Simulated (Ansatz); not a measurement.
# Beta-Sn (white tin) under PBE: testing the Gaussian smearing

How small must the Gaussian smearing width be for energy and pressure to settle? The geometry was relaxed under PBE beforehand and stays fixed; 7 values are run, from 0.01 to 1.0 eV. Wanted are the values from which on the energy stays within 10 and 1 meV/atom, and the pressure within 0.5 GPa, of the narrowest run. Within the series other settings stay, but some runs also write fields, which adds to their time. Spin polarisation is left out.

Program: Ansatz 0.2.0. Level of theory: DFT PBE, plane waves with PAW, scalar-relativistic. These are calculated values, not measurements.

## (1) The structure to begin with

The structure is tetragonal, space group I4_1/amd (No. 141). Conventional cell: a = 5.956 Å, b = 5.956 Å, c = 3.206 Å, α = 90.00°, β = 90.00°, γ = 90.00°. Around Sn (site symmetry -4m2) lie 6 Sn at 3.08 to 3.21 Å.

Coordinates:

```
CELL_PARAMETERS angstrom
-2.97733 2.97901 1.60309
2.97901 -2.97733 1.60309
2.97707 2.97707 -1.60002
ATOMIC_POSITIONS crystal
Sn 0.00002 0.99998 0.00000
Sn 0.74998 0.25002 0.50000
```

## (2) Run at 0.01 eV

The run at 0.01 eV.

input.yaml

```yaml
crystal:
  lattice:
    - [-2.9773321013, 2.9790067394, 1.6030901642]
    - [2.9790067394, -2.9773321013, 1.6030901642]
    - [2.9770686044, 2.9770686044, -1.600020461]
  atoms:
    - { symbol: Sn, position: [2.31878e-05, 0.9999768122, 0.0] }
    - { symbol: Sn, position: [0.7499768122, 0.2500231878, 0.5] }
hamiltonian:
  xc: pbe
  pseudopotentials:
    kind: paw
    azcp:
      Sn: "pseudopotentials/Sn.paw.azcp"
basis:
  ecutwfc: 420
  fft_grid_basis: typed
kpoints:
  mp_grid: { grid: [11, 11, 8], shift: [0, 0, 0] }
magnetization:
  spin_polarized: false
scf:
  occupations: { method: gaussian, width: 0.01 }
  lower_state_search: "off"
output:
  stress: true
  write_density: true
  write_potential: true
  elf: true
  volumetric_format: npy
```

Run with:

```sh
> ansatz run input.yaml --threads 1 --pin off --max-ram 3584MiB --backend cpu --events-out ev --progress --plain --runs-dir out
```

Output (excerpt; [...] marks lines left out):

```text
[...]
Pseudopotentials: kind: paw
Pseudopotential: Sn, paw, valence charge 14, recommended cutoff 420 eV (normal), <dir>
Functional definition: PBE
[...]
Crystal: 2 atoms, lattice volume = 56.869 Å³
Basis set: ecut = 420 eV, 1113 PW (Γ)
Bands: 18, of which v1, the nominal top of the filled ones, is band 14 counted from 1 (13 counted from 0)
Symmetry: 4 space group operations
Space group: C2/c (ITA 15), of the structure as read, at distance tolerance 3.8e-5 Å
k-points: 270 of 968
[...]
SCF iter   1: F=—  HF=-12048.352211 eV  |F-HF|=—  |Δ(HF+E_count)|=         —  Δρ=8.60e-4  dr2=2.56e-4  ethr=1.77e-3  ⟨swp⟩=6.1  Hψ=25250  notcnv=0
[...]
SCF iter   6: F=-12048.351026 eV  HF=-12048.351026 eV  |F-HF|=5.38e-10  |Δ(HF+E_count)|=   1.21e-7  Δρ=1.53e-6  dr2=1.06e-9  ethr=3.57e-10  ⟨swp⟩=9.9  Hψ=32333  notcnv=0
[...]
SCF converged after 6 iterations
Free energy (F): -12048.351026 eV
[...]
E sigma→0 (E₀):  -12048.350994 eV
Entropy (-TS):   -0.000064 eV (-0.032 meV/atom)
Fermi energy:    10.024465 eV
[...]
--- Stress (GPa, compression-positive) ---
        0.007886       0.125617      -0.065971
        0.125617       0.007886      -0.065971
       -0.065971      -0.065971      -0.167451
  P = ⅓ Tr σ = -0.0506 GPa (-0.506 kbar)
--- Band table (eV; the first three rows and the last of 270) ---
  k-point 0: bands = ["-11.5365", "-11.4767", "-11.4279", "-11.4262", "-11.2882", "-11.2876", "-11.2795", "-11.2789", "-11.2087", "-11.1123", "-0.7392", "6.1730", "8.1575", "8.1590", "13.0589", "15.9550", "15.9551", "16.7630"]
[...]
```

Wall time 27 s (1 thread of Intel Xeon Platinum 8259CL at 2.50GHz (Skylake/Cascade Lake), shared host); peak memory 0.67 GiB.

## (3) Run at 0.03 eV

The run at 0.03 eV.

Changes to input.yaml since step 2:

```diff
@@ -22,3 +22,3 @@
 scf:
-  occupations: { method: gaussian, width: 0.01 }
+  occupations: { method: gaussian, width: 0.03 }
   lower_state_search: "off"
@@ -26,5 +26 @@
   stress: true
-  write_density: true
-  write_potential: true
-  elf: true
-  volumetric_format: npy
```

Run with:

```sh
> ansatz run input.yaml --threads 1 --pin off --max-ram 3584MiB --backend cpu --events-out ev --progress --plain --runs-dir out
```

Output (excerpt; [...] marks lines left out):

```text
[...]
Pseudopotentials: kind: paw
Pseudopotential: Sn, paw, valence charge 14, recommended cutoff 420 eV (normal), <dir>
Functional definition: PBE
[...]
Crystal: 2 atoms, lattice volume = 56.869 Å³
Basis set: ecut = 420 eV, 1113 PW (Γ)
Bands: 18, of which v1, the nominal top of the filled ones, is band 14 counted from 1 (13 counted from 0)
Symmetry: 4 space group operations
Space group: C2/c (ITA 15), of the structure as read, at distance tolerance 3.8e-5 Å
k-points: 270 of 968
[...]
SCF iter   1: F=—  HF=-12048.352426 eV  |F-HF|=—  |Δ(HF+E_count)|=         —  Δρ=8.64e-4  dr2=2.63e-4  ethr=1.77e-3  ⟨swp⟩=6.1  Hψ=25034  notcnv=0
[...]
SCF iter   6: F=-12048.351239 eV  HF=-12048.351239 eV  |F-HF|=4.58e-10  |Δ(HF+E_count)|=   1.21e-7  Δρ=1.49e-6  dr2=1.05e-9  ethr=3.57e-10  ⟨swp⟩=4.9  Hψ=17975  notcnv=0
[...]
SCF converged after 6 iterations
Free energy (F): -12048.351239 eV
[...]
E sigma→0 (E₀):  -12048.351014 eV
Entropy (-TS):   -0.000450 eV (-0.225 meV/atom)
Fermi energy:    10.027847 eV
[...]
--- Stress (GPa, compression-positive) ---
        0.016344       0.095740      -0.062268
        0.095740       0.016344      -0.062268
       -0.062268      -0.062268      -0.177655
  P = ⅓ Tr σ = -0.0483 GPa (-0.483 kbar)
```

It took 19 s on 1 thread of Intel Xeon Platinum 8259CL at 2.50GHz (Skylake/Cascade Lake), shared host; peak memory 0.67 GiB.

## (4) Run at 0.1 eV

The run at 0.1 eV.

Changes to input.yaml since step 3:

```diff
@@ -22,3 +22,3 @@
 scf:
-  occupations: { method: gaussian, width: 0.03 }
+  occupations: { method: gaussian, width: 0.1 }
   lower_state_search: "off"
```

Run with:

```sh
> ansatz run input.yaml --threads 1 --pin off --max-ram 3584MiB --backend cpu --events-out ev --progress --plain --runs-dir out
```

Output (excerpt; [...] marks lines left out):

```text
[...]
Pseudopotentials: kind: paw
Pseudopotential: Sn, paw, valence charge 14, recommended cutoff 420 eV (normal), <dir>
Functional definition: PBE
[...]
Crystal: 2 atoms, lattice volume = 56.869 Å³
Basis set: ecut = 420 eV, 1113 PW (Γ)
Bands: 18, of which v1, the nominal top of the filled ones, is band 14 counted from 1 (13 counted from 0)
Symmetry: 4 space group operations
Space group: C2/c (ITA 15), of the structure as read, at distance tolerance 3.8e-5 Å
k-points: 270 of 968
[...]
SCF iter   1: F=—  HF=-12048.354219 eV  |F-HF|=—  |Δ(HF+E_count)|=         —  Δρ=8.70e-4  dr2=2.71e-4  ethr=1.77e-3  ⟨swp⟩=5.6  Hψ=24250  notcnv=0
[...]
SCF iter   6: F=-12048.353026 eV  HF=-12048.353026 eV  |F-HF|=6.58e-10  |Δ(HF+E_count)|=   9.11e-8  Δρ=1.53e-6  dr2=8.69e-10  ethr=3.57e-10  ⟨swp⟩=4.9  Hψ=17894  notcnv=0
[...]
SCF converged after 6 iterations
Free energy (F): -12048.353026 eV
[...]
E sigma→0 (E₀):  -12048.351207 eV
Entropy (-TS):   -0.003639 eV (-1.819 meV/atom)
Fermi energy:    10.018085 eV
[...]
--- Stress (GPa, compression-positive) ---
        0.002448       0.022883      -0.034893
        0.022883       0.002448      -0.034893
       -0.034893      -0.034893      -0.141375
  P = ⅓ Tr σ = -0.0455 GPa (-0.455 kbar)
```

Run time: 15 s. Hardware: 1 thread of Intel Xeon Platinum 8259CL at 2.50GHz (Skylake/Cascade Lake), shared host; peak memory 0.67 GiB.

## (5) Run at 0.2 eV

The run at 0.2 eV.

Changes to input.yaml since step 4:

```diff
@@ -22,3 +22,3 @@
 scf:
-  occupations: { method: gaussian, width: 0.1 }
+  occupations: { method: gaussian, width: 0.2 }
   lower_state_search: "off"
```

Run with:

```sh
> ansatz run input.yaml --threads 1 --pin off --max-ram 3584MiB --backend cpu --events-out ev --progress --plain --runs-dir out
```

Output (excerpt; [...] marks lines left out):

```text
[...]
Pseudopotentials: kind: paw
Pseudopotential: Sn, paw, valence charge 14, recommended cutoff 420 eV (normal), <dir>
Functional definition: PBE
[...]
Crystal: 2 atoms, lattice volume = 56.869 Å³
Basis set: ecut = 420 eV, 1113 PW (Γ)
Bands: 18, of which v1, the nominal top of the filled ones, is band 14 counted from 1 (13 counted from 0)
Symmetry: 4 space group operations
Space group: C2/c (ITA 15), of the structure as read, at distance tolerance 3.8e-5 Å
k-points: 270 of 968
[...]
SCF iter   1: F=—  HF=-12048.360255 eV  |F-HF|=—  |Δ(HF+E_count)|=         —  Δρ=8.78e-4  dr2=2.82e-4  ethr=1.77e-3  ⟨swp⟩=5.3  Hψ=23309  notcnv=0
[...]
SCF iter   6: F=-12048.359060 eV  HF=-12048.359060 eV  |F-HF|=5.60e-10  |Δ(HF+E_count)|=   8.11e-8  Δρ=1.60e-6  dr2=9.04e-10  ethr=3.57e-10  ⟨swp⟩=4.9  Hψ=17877  notcnv=0
[...]
SCF converged after 6 iterations
Free energy (F): -12048.359060 eV
[...]
E sigma→0 (E₀):  -12048.350453 eV
Entropy (-TS):   -0.017214 eV (-8.607 meV/atom)
Fermi energy:    10.020872 eV
[...]
--- Stress (GPa, compression-positive) ---
       -0.016459      -0.001698       0.005484
       -0.001698      -0.016459       0.005484
        0.005484       0.005484      -0.056438
  P = ⅓ Tr σ = -0.0298 GPa (-0.298 kbar)
```

Wall time 15 s (1 thread of Intel Xeon Platinum 8259CL at 2.50GHz (Skylake/Cascade Lake), shared host); peak memory 0.66 GiB.

## (6) Run at 0.3 eV

The run at 0.3 eV.

Changes to input.yaml since step 5:

```diff
@@ -22,3 +22,3 @@
 scf:
-  occupations: { method: gaussian, width: 0.2 }
+  occupations: { method: gaussian, width: 0.3 }
   lower_state_search: "off"
```

Run with:

```sh
> ansatz run input.yaml --threads 1 --pin off --max-ram 3584MiB --backend cpu --events-out ev --progress --plain --runs-dir out
```

Output (excerpt; [...] marks lines left out):

```text
[...]
Pseudopotentials: kind: paw
Pseudopotential: Sn, paw, valence charge 14, recommended cutoff 420 eV (normal), <dir>
Functional definition: PBE
[...]
Crystal: 2 atoms, lattice volume = 56.869 Å³
Basis set: ecut = 420 eV, 1113 PW (Γ)
Bands: 18, of which v1, the nominal top of the filled ones, is band 14 counted from 1 (13 counted from 0)
Symmetry: 4 space group operations
Space group: C2/c (ITA 15), of the structure as read, at distance tolerance 3.8e-5 Å
k-points: 270 of 968
[...]
SCF iter   1: F=—  HF=-12048.371509 eV  |F-HF|=—  |Δ(HF+E_count)|=         —  Δρ=8.81e-4  dr2=2.89e-4  ethr=1.77e-3  ⟨swp⟩=5.2  Hψ=22417  notcnv=0
[...]
SCF iter   6: F=-12048.370316 eV  HF=-12048.370316 eV  |F-HF|=5.18e-10  |Δ(HF+E_count)|=   8.11e-8  Δρ=1.71e-6  dr2=1.04e-9  ethr=3.57e-10  ⟨swp⟩=4.9  Hψ=17930  notcnv=0
[...]
SCF converged after 6 iterations
Free energy (F): -12048.370316 eV
[...]
E sigma→0 (E₀):  -12048.349414 eV
Entropy (-TS):   -0.041805 eV (-20.903 meV/atom)
Fermi energy:    10.027841 eV
[...]
--- Stress (GPa, compression-positive) ---
        0.004865       0.001721       0.003659
        0.001721       0.004865       0.003659
        0.003659       0.003659       0.021916
  P = ⅓ Tr σ = 0.0105 GPa (0.105 kbar)
```

Run time: 21 s. Hardware: 1 thread of Intel Xeon Platinum 8259CL at 2.50GHz (Skylake/Cascade Lake), shared host; peak memory 0.68 GiB.

## (7) Run at 0.6 eV

The run at 0.6 eV.

Changes to input.yaml since step 6:

```diff
@@ -22,3 +22,3 @@
 scf:
-  occupations: { method: gaussian, width: 0.3 }
+  occupations: { method: gaussian, width: 0.6 }
   lower_state_search: "off"
```

Run with:

```sh
> ansatz run input.yaml --threads 1 --pin off --max-ram 3584MiB --backend cpu --events-out ev --progress --plain --runs-dir out
```

Output (excerpt; [...] marks lines left out):

```text
band count auto-derived: 19 (N_el = 28.0; filled up to band 14; 18 by the electrons, moments and atoms)
[...]
Pseudopotentials: kind: paw
Pseudopotential: Sn, paw, valence charge 14, recommended cutoff 420 eV (normal), <dir>
Functional definition: PBE
[...]
Crystal: 2 atoms, lattice volume = 56.869 Å³
Basis set: ecut = 420 eV, 1113 PW (Γ)
Bands: 19, of which v1, the nominal top of the filled ones, is band 14 counted from 1 (13 counted from 0)
Symmetry: 4 space group operations
Space group: C2/c (ITA 15), of the structure as read, at distance tolerance 3.8e-5 Å
k-points: 270 of 968
[...]
SCF iter   1: F=—  HF=-12048.438025 eV  |F-HF|=—  |Δ(HF+E_count)|=         —  Δρ=9.09e-4  dr2=3.45e-4  ethr=1.77e-3  ⟨swp⟩=5.2  Hψ=23730  notcnv=0
[...]
SCF iter   6: F=-12048.436853 eV  HF=-12048.436853 eV  |F-HF|=4.69e-10  |Δ(HF+E_count)|=   1.07e-7  Δρ=1.98e-6  dr2=1.33e-9  ethr=3.57e-10  ⟨swp⟩=4.8  Hψ=18425  notcnv=0
[...]
SCF converged after 6 iterations
Free energy (F): -12048.436853 eV
[...]
E sigma→0 (E₀):  -12048.345494 eV
Entropy (-TS):   -0.182717 eV (-91.359 meV/atom)
Fermi energy:    10.046092 eV
[...]
--- Stress (GPa, compression-positive) ---
        0.293921       0.009600      -0.019516
        0.009600       0.293921      -0.019516
       -0.019516      -0.019516       0.256942
  P = ⅓ Tr σ = 0.2816 GPa (2.816 kbar)
```

Wall time 16 s (1 thread of Intel Xeon Platinum 8259CL at 2.50GHz (Skylake/Cascade Lake), shared host); peak memory 0.67 GiB.

## (8) Run at 1.0 eV

The run at 1.0 eV.

Changes to input.yaml since step 7:

```diff
@@ -22,3 +22,3 @@
 scf:
-  occupations: { method: gaussian, width: 0.6 }
+  occupations: { method: gaussian, width: 1.0 }
   lower_state_search: "off"
```

Run with:

```sh
> ansatz run input.yaml --threads 1 --pin off --max-ram 3584MiB --backend cpu --events-out ev --progress --plain --runs-dir out
```

Output (excerpt; [...] marks lines left out):

```text
band count auto-derived: 20 (N_el = 28.0; filled up to band 14; 18 by the electrons, moments and atoms)
[...]
Pseudopotentials: kind: paw
Pseudopotential: Sn, paw, valence charge 14, recommended cutoff 420 eV (normal), <dir>
Functional definition: PBE
[...]
Crystal: 2 atoms, lattice volume = 56.869 Å³
Basis set: ecut = 420 eV, 1113 PW (Γ)
Bands: 20, of which v1, the nominal top of the filled ones, is band 14 counted from 1 (13 counted from 0)
Symmetry: 4 space group operations
Space group: C2/c (ITA 15), of the structure as read, at distance tolerance 3.8e-5 Å
k-points: 270 of 968
[...]
SCF iter   1: F=—  HF=-12048.604799 eV  |F-HF|=—  |Δ(HF+E_count)|=         —  Δρ=1.05e-3  dr2=5.64e-4  ethr=1.77e-3  ⟨swp⟩=5.1  Hψ=24873  notcnv=0
[...]
SCF iter   6: F=-12048.603637 eV  HF=-12048.603637 eV  |F-HF|=2.96e-9  |Δ(HF+E_count)|=   7.76e-9  Δρ=3.70e-6  dr2=5.76e-9  ethr=3.57e-10  ⟨swp⟩=4.5  Hψ=18543  notcnv=0
[...]
SCF converged after 6 iterations
Free energy (F): -12048.603637 eV
[...]
E sigma→0 (E₀):  -12048.338413 eV
Entropy (-TS):   -0.530449 eV (-265.225 meV/atom)
Fermi energy:    10.067825 eV
[...]
--- Stress (GPa, compression-positive) ---
        0.977044       0.001616      -0.013429
        0.001616       0.977044      -0.013429
       -0.013429      -0.013429       0.801712
  P = ⅓ Tr σ = 0.9186 GPa (9.186 kbar)
```

It took 16 s on 1 thread of Intel Xeon Platinum 8259CL at 2.50GHz (Skylake/Cascade Lake), shared host; peak memory 0.68 GiB.

## (9) All values side by side

Differences are taken from the run at 0.01 eV.

```csv
smearing (eV),F (meV/atom),E(σ → 0) (meV/atom),P (GPa),SCF cycles,CPU time
0.01,0.00,0.00,-0.05,6,27 s
0.03,-0.11,-0.01,-0.05,6,19 s
0.1,-1.00,-0.11,-0.05,6,15 s
0.2,-4.02,0.27,-0.03,6,15 s
0.3,-9.65,0.79,0.01,6,21 s
0.6,-42.91,2.75,0.28,6,16 s
1.0,-126.31,6.29,0.92,6,16 s
```

## (10) Results

```
                                           quantity                       value
       E(σ → 0) stays within 10 meV/atom of 0.01 eV                up to 1.0 eV
                   E(σ → 0) stays within 1 meV/atom                up to 0.3 eV
                      pressure stays within 0.5 GPa                up to 0.6 eV
                                pressure at 0.01 eV                   -0.05 GPa
energy of a separate run on a finer mesh (18×18×12)  +5.3 meV/atom from 0.01 eV
```

What this shows: At 1.0 eV the energy differs by +6.3 meV/atom and the pressure by +1.0 GPa. The free energy F moves by -126.3 meV/atom over the range, and the estimate for σ → 0 by +6.3. With this scheme F falls about as the square of the width. The mesh (11×11×8) is fixed, so the narrowest widths carry a k-point error of their own. The yardstick itself is unsettled by 5.3 meV/atom against the finer mesh, so the thresholds above hold only within this series, and wider smearing, which averages over more states, can land nearer the fine-mesh value than the narrowest does. The cell taken over is 5 % larger than the measured one (27.05 Å³/atom, COD).
